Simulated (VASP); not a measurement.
# LiH in VASP: further runs

The runs below take LiH through single point, with PBE.

All numbers are computed with VASP 6.6.1; they aren't measurements. Logs are shortened: lines on timing, memory, paths and dates and some standing lists are left out, and cuts for length are marked.

**1. The sheet as given**

The cell holds a sheet with vacuum, 2 atoms: a = 2.691 Å, b = 2.691 Å, c = 23.800 Å, α = 90.00°, β = 90.00°, γ = 90.00°.

The cell was built by a generator and needn't be a form met in nature.

**2. Single point, PBE**

INCAR reads:

```
PREC     = Accurate       # precision mode
ENCUT    = 520            # plane-wave cutoff, eV
EDIFF    = 1E-7           # SCF threshold, eV
ISMEAR   = 0              # smearing method
SIGMA    = 0.02           # smearing width, eV
LREAL    = F              # projectors in reciprocal space
LASPH    = T              # aspherical terms in the spheres
NELM     = 60             # most SCF steps
ALGO     = Normal         # electronic algorithm
ISIF     = 2              # what is computed and relaxed
LWAVE    = F              # write WAVECAR
LCHARG   = F              # write CHGCAR
LDIPOL   = T            
IDIPOL   = 3            
DIPOL    = 0.5 0.5 0.294
GGA      = PE             # functional
NBANDS   = 9              # bands
```

KPOINTS reads:

```
Automatic mesh
0
Gamma
  10 10 1
```

POSCAR reads:

```
LiH
1.0
    2.6905426333      0.0000000000      0.0000000000
    0.0000000000      2.6905426333      0.0000000000
    0.0000000000      0.0000000000     23.8000000000
Li H
1 1
Direct
    0.5000000000      0.5000000000      0.2941176471
    0.0000000000      0.0000000000      0.2941176471
```

Potentials or basis: VASP PAW PBE potentials, release 64 (Li_sv, H).

The run is started by

```bash
cat potpaw_PBE.64/Li_sv/POTCAR potpaw_PBE.64/H/POTCAR > POTCAR
mpirun -np 1 vasp_std > vasp.out
```

OUTCAR:

```text
PREC = Accurate
   ENCUT = 520
   EDIFF = 1E-7
   ISMEAR = 0
   LREAL = F
   LASPH = T
   NELM = 60
   ISIF = 2
   GGA = PE

 ion  position               nearest neighbor table
   1  0.500  0.500  0.294-
   2  0.000  0.000  0.294-

  LATTYP: Found a simple tetragonal cell.
 ALAT       =     2.6905426333
 C/A-ratio  =     8.8457992471

  Lattice vectors:

 A1 = (   2.6905426333,   0.0000000000,   0.0000000000)
 A2 = (   0.0000000000,   2.6905426333,   0.0000000000)
 A3 = (   0.0000000000,   0.0000000000,  23.8000000000)

Analysis of symmetry for initial positions (statically):
=====================================================================
 Subroutine PRICEL returns:
 Original cell was already a primitive cell.

 Routine SETGRP: Setting up the symmetry group for a
 simple tetragonal supercell.

 Subroutine GETGRP returns: Found 16 space group operations
 (whereof  8 operations were pure point group operations)
 out of a pool of 16 trial point group operations.

The static configuration has the point symmetry C_4v.
 The point group associated with its full space group is D_4h.

Analysis of symmetry for dynamics (positions and initial velocities):
=====================================================================
 Subroutine PRICEL returns:
 Original cell was already a primitive cell.

 Routine SETGRP: Setting up the symmetry group for a
 simple tetragonal supercell.

 Subroutine GETGRP returns: Found 16 space group operations
 (whereof  8 operations were pure point group operations)
 out of a pool of 16 trial point group operations.

The dynamic configuration has the point symmetry C_4v.
 The point group associated with its full space group is D_4h.

 Subroutine INISYM returns: Found 16 space group operations
 (whereof  8 operations are pure point group operations),
 and found     1 'primitive' translations

----------------------------------------------------------------------------------------

                                     Primitive cell

  volume of cell :     172.2887

  direct lattice vectors                    reciprocal lattice vectors
     2.690542633  0.000000000  0.000000000     0.371672237  0.000000000  0.000000000
     0.000000000  2.690542633  0.000000000     0.000000000  0.371672237  0.000000000
     0.000000000  0.000000000 23.800000000     0.000000000  0.000000000  0.042016807

  length of vectors
     2.690542633  2.690542633 23.800000000     0.371672237  0.371672237  0.042016807

  position of ions in fractional coordinates (direct lattice)
     0.500000000  0.500000000  0.294117647
     0.000000000  0.000000000  0.294117647

  ion indices of the primitive-cell ions
   primitive index   ion index
                 1           1
                 2           2

----------------------------------------------------------------------------------------

 KPOINTS: Automatic mesh

Automatic generation of k-mesh.
 Grid dimensions read from file:
 generate k-points for:   10   10    1

 Generating k-lattice:

  Cartesian coordinates                     Fractional coordinates (reciprocal lattice)
     0.037167224  0.000000000  0.000000000     0.100000000  0.000000000  0.000000000
     0.000000000  0.037167224  0.000000000     0.000000000  0.100000000  0.000000000
     0.000000000  0.000000000  0.042016807     0.000000000  0.000000000  1.000000000

  Length of vectors
     0.037167224  0.037167224  0.042016807

  Shift w.r.t. Gamma in fractional coordinates (k-lattice)
     0.000000000  0.000000000  0.000000000

 Subroutine IBZKPT returns following result:
 ===========================================

 Found     21 irreducible k-points:

 Following reciprocal coordinates:
            Coordinates               Weight
  0.000000  0.000000  0.000000      1.000000
  0.100000  0.000000  0.000000      4.000000
  0.200000  0.000000  0.000000      4.000000
  0.300000  0.000000  0.000000      4.000000
  0.400000  0.000000  0.000000      4.000000
  0.500000  0.000000  0.000000      2.000000
[... 13 lines left out ...]
  0.500000  0.400000  0.000000      4.000000
  0.500000  0.500000  0.000000      1.000000
   k-points           NKPTS =     21   k-points in BZ     NKDIM =     21   number of bands    NBANDS=      9
   number of dos      NEDOS =    301   number of ions     NIONS =      2
   total plane-waves  NPLWV =  72000
   dimension x,y,z NGX =    20 NGY =   20 NGZ =  180
   dimension x,y,z NGXF=    40 NGYF=   40 NGZF=  360
   ions per type =               1   1
   NGX,Y,Z   is equivalent  to a cutoff of  12.36, 12.36, 12.57 a.u.
   NGXF,Y,Z  is equivalent  to a cutoff of  24.72, 24.72, 25.15 a.u.
 SYSTEM =  unknown system
   PREC   = accura    normal or accurate (medium, high low for compatibility)
   ISTART =      0    job   : 0-new  1-cont  2-samecut
   ICHARG =      2    charge: 1-file 2-atom 10-const
   ISPIN  =      1    spin polarized calculation?
   LNONCOLLINEAR =      F non collinear calculations
   LSORBIT =      F    spin-orbit coupling
   LASPH  =      T    aspherical Exc in radial PAW
   ENCUT  =  520.0 eV  38.22 Ry    6.18 a.u.   5.00  5.00 44.25*2*pi/ulx,y,z
   NELM   =     60;   NELMIN=  2; NELMDL= -5     # of ELM steps
   EDIFF  = 0.1E-06   stopping-criterion for ELM
   LREAL  =      F    real-space projection
   EDIFFG = 0.1E-05   stopping-criterion for IOM
   NSW    =      0    number of steps for IOM
   IBRION =     -1    ionic relax: 0-MD 1-quasi-New 2-CG
   NFREE  =      0    steps in history (QN), initial steepest desc. (CG)
   ISIF   =      2    stress and relaxation
   ISYM   =      2    0-nonsym 1-usesym 2-fastsym
   POTIM  = 0.5000    time-step for ionic-motion
   TEBEG  =    0.0;   TEEND  =   0.0 temperature during run
   PSTRESS=    0.0 pullay stress
   NELECT =       4.0000    total number of electrons
   NUPDOWN=      -1.0000    fix difference up-down
   EMIN   =  10.00;   EMAX   =-10.00  energy-range for DOS
   EFERMI =   0.00;   METHOD = LEGACY
   ISMEAR =     0;   SIGMA  =   0.02  broadening in eV -4-tet -1-fermi 0-gaus
   EFERMI_NEDOS =   21; number of points for ismear=-14 and -15
   IALGO  =     38    algorithm
   IMIX   =      4    mixing-type and parameters
     AMIX     =   0.40;   BMIX     =  1.00
     AMIX_MAG =   1.60;   BMIX_MAG =  1.00
  volume/ion in A,a.u.               =      86.14       581.33
  Fermi-wavevector in a.u.,A,eV,Ry     =   0.467028  0.882554  2.967632  0.218115
  Thomas-Fermi vector in A             =   1.457220
   LORBIT       =      0    0 simple, 1 ext, 2 COOP (PROOUT), +10 PAW based schemes
   GGA     = PE    functional components
   LHFCALC =     F    Hartree Fock is set to
   AEXX    =    0.0000 exact exchange contribution
   IVDW    =     0    specifies the selected vdW correction
   LEPSILON=     F    determine dielectric tensor
   LRPA    =     F    only Hartree local field effects (RPA)
 non-spin polarized calculation
 Gauss-broadening in eV      SIGMA  =   0.02
  energy-cutoff  :      520.00
  volume of cell :      172.29
 maximum number of plane-waves:      4681
   NGX = 11   NGY = 11   NGZ = 89

 dipolmoment           0.000000      0.000000      0.000001 electrons x Angstroem

 number of electron       3.9999992 magnetization

 dipolmoment           0.000000      0.000000     -0.000000 electrons x Angstroem

 Free energy of the ion-electron system (eV)
  ---------------------------------------------------
  ext. energy  EPLUGINS =         0.00000000
  ---------------------------------------------------
  free energy    TOTEN  =        -5.77358743 eV

  energy without entropy =       -5.77358743  energy(sigma->0) =       -5.77358743

 E-fermi :  -2.5156     XC(G=0):  -1.2963

 val. band max:       -2.7729743136   @ k =   0.5000   0.5000   0.0000
 cond. band min:      -1.6228017270   @ k =   0.0000   0.0000   0.0000
 fundamental gap:      1.1501725866
 Fermi energy:        -2.5156026303

 k-point     1 :       0.0000    0.0000    0.0000
  band No.  band energies     occupation
      1     -48.3259      2.00000
      2      -7.1508      2.00000
      3      -1.6228      0.00000
      4       0.1425      0.00000
      5       0.5976      0.00000
      6       0.7016      0.00000
      7       1.6992      0.00000
      8       1.7027      0.00000
      9       3.3704      0.00000

 k-point     2 :       0.1000    0.0000    0.0000
  band No.  band energies     occupation
      1     -48.3234      2.00000
      2      -7.0477      2.00000
      3      -1.4160      0.00000
      4       0.3388      0.00000
      5       0.8011      0.00000
      6       0.9093      0.00000
      7       1.8959      0.00000
      8       1.9101      0.00000
      9       3.5565      0.00000

 k-point     3 :       0.2000    0.0000    0.0000
  band No.  band energies     occupation
      1     -48.3168      2.00000
      2      -6.7565      2.00000
      3      -0.7958      0.00000
      4       0.9141      0.00000
      5       1.4084      0.00000
      6       1.5322      0.00000
      7       2.4708      0.00000
      8       2.5323      0.00000
      9       4.0613      0.00000

 k-point     4 :       0.3000    0.0000    0.0000
  band No.  band energies     occupation
      1     -48.3085      2.00000
      2      -6.3430      2.00000
      3       0.2366      0.00000
      4       1.7538      0.00000
      5       2.3989      0.00000
      6       2.5700      0.00000
      7       3.2658      0.00000
      8       3.5684      0.00000
      9       4.3393      0.00000
[... 169 lines left out ...]
 k-point    19 :       0.4000    0.4000    0.0000
  band No.  band energies     occupation
      1     -48.2801      2.00000
      2      -3.7168      2.00000
      3       2.5747      0.00000
      4       3.2992      0.00000
      5       4.9549      0.00000
      6       6.8120      0.00000
      7       7.2466      0.00000
      8       7.3322      0.00000
      9       8.2543      0.00000

 k-point    20 :       0.5000    0.4000    0.0000
  band No.  band energies     occupation
      1     -48.2777      2.00000
      2      -3.2938      2.00000
      3       2.1442      0.00000
      4       3.0547      0.00000
      5       6.4996      0.00000
      6       7.1099      0.00000
      7       8.2045      0.00000
      8       8.6158      0.00000
      9       9.0784      0.00000

 k-point    21 :       0.5000    0.5000    0.0000
  band No.  band energies     occupation
      1     -48.2755      2.00000
      2      -2.7730      2.00000
      3       2.1672      0.00000
      4       2.1672      0.00000
      5       7.7394      0.00000
      6       8.6764      0.00000
      7       8.8453      0.00000
      8       9.1195      0.00000
      9       9.1195      0.00000

------------------------ aborting loop because EDIFF is reached ----------------------------------------

 vacuum level on the upper side and lower side of the slab       (xc-potential included)        -0.009        -0.009

  FORCE on cell =-STRESS in cart. coord.  units (eV):
  Direction    XX          YY          ZZ          XY          YZ          ZX
  --------------------------------------------------------------------------------------
  -------------------------------------------------------------------------------------
  Total       -0.0115081     -0.0115081     -0.0240858      0.0000000      0.0000000      0.0000000
  in kB       -0.1070184     -0.1070184     -0.2239825      0.0000000      0.0000000      0.0000000
  external PRESSURE =      -0.1460064 kB  Pullay stress =       0.0000000 kB

 VOLUME and BASIS-vectors are now :
 -----------------------------------------------------------------------------
  energy-cutoff  :      520.00
  volume of cell :      172.29
      direct lattice vectors                 reciprocal lattice vectors
     2.690542633  0.000000000  0.000000000     0.371672237  0.000000000  0.000000000
     0.000000000  2.690542633  0.000000000     0.000000000  0.371672237  0.000000000
     0.000000000  0.000000000 23.800000000     0.000000000  0.000000000  0.042016807

 POSITION                                       TOTAL-FORCE (eV/Angst)
 -----------------------------------------------------------------------------------
      1.34527      1.34527      7.00000         0.000000     -0.000000     -0.000000
      0.00000      0.00000      7.00000         0.000000      0.000000      0.000000
 -----------------------------------------------------------------------------------
    total drift:                               -0.000000      0.000000      0.000012

  FREE ENERGIE OF THE ION-ELECTRON SYSTEM (eV)
  ---------------------------------------------------
  free  energy   TOTEN  =        -5.7735874258 eV

  energy  without entropy=       -5.7735874258  energy(sigma->0) =       -5.77358743

 vacuum level on the upper side and lower side of the slab         0.400         0.400
```

Run time: 30 s. Hardware: 1 thread of Intel Xeon Platinum 8488C (Sapphire Rapids), shared host; peak memory 0.24 GiB.

What came out:

| Item | Value |
| --- | --- |
| Free energy | -5.7736 eV |
| Band gap on the k mesh | 1.15 eV, indirect (least direct gap 4.94 eV) |

Caveat: the cutoff is under 1.25 times the usual one of these potentials, so pressure, stress and relaxed cells hold a basis-set (Pulay) error. PBE gaps usually lie below the measured ones, often by a third to a half.

(Continued in part 2 of 2.)
